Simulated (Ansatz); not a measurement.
NaI: the change of band gap with volume per atom

All results are calculated (Ansatz 0.2.0). Periodic Kohn-Sham DFT of a crystal at fixed atoms; Kohn-Sham levels at symmetry points; band -1 is the highest filled and +1 the lowest empty one at that point, spin up along a +z start moment.

Cell of the first row (space group Fm-3m, No. 225):
```
cell vectors (Å)
   0.0000     3.1703     3.1703
   3.1703     0.0000     3.1703
   3.1703     3.1703     0.0000
atoms (fractions of the cell vectors)
Na  0.00000  0.00000  0.00000
I   0.50000  0.50000  0.50000
```

Settings of every row: method all-electron LAPW; functional LDA; relativity scalar; k mesh 8x8x8; filling fermi-dirac; smearing width 0.02 eV; basis error target 1 meV/atom; nucleus gaussian.

Atom start moment: 0 on all atoms.

Limits: no spin-orbit coupling on heavy atoms; semilocal functionals tend to give too small a gap.

```
row  volume per atom (Å³)  band gap (eV)  smallest direct gap on path (eV)
  1                31.865          3.502                             3.502
  2                32.543          3.442                             3.442
  3                33.221          3.386                             3.386
  4                 33.56          3.358                             3.358
  5                33.899          3.332                             3.332
  6                34.238              ?                                 ?
  7                34.577          3.282                             3.282
  8                35.255          3.235                             3.235
  9                35.933           3.19                              3.19
```

Question: what band gap should row 6 give?

Worked fit of band gap. Take t = volume per atom − 34, in Å³. The shown rows have t = -2.135, -1.457, -0.779, -0.44, -0.101, 0.577, 1.255, 1.933. Least squares give band gap = 3.3245 − 0.0759 × t + 0.00336 × t² eV; a straight line predicts inner rows, each left out in turn, worse (root mean square 0.0045 against 0.00047 eV). The rows lie off it by 0.000, 0.000, 0.000, -0.001, 0.000, 0.000, 0.000, 0.000. The withheld row has t = 0.238, so the fit gives 3.3245 − 0.0759 × (0.238) + 0.00336 × (0.238)² = 3.307 eV.

The calculation gave 3.307 eV. The fit meets it to the printed digit.

The other values of row 6: smallest direct gap on path 3.307 eV.
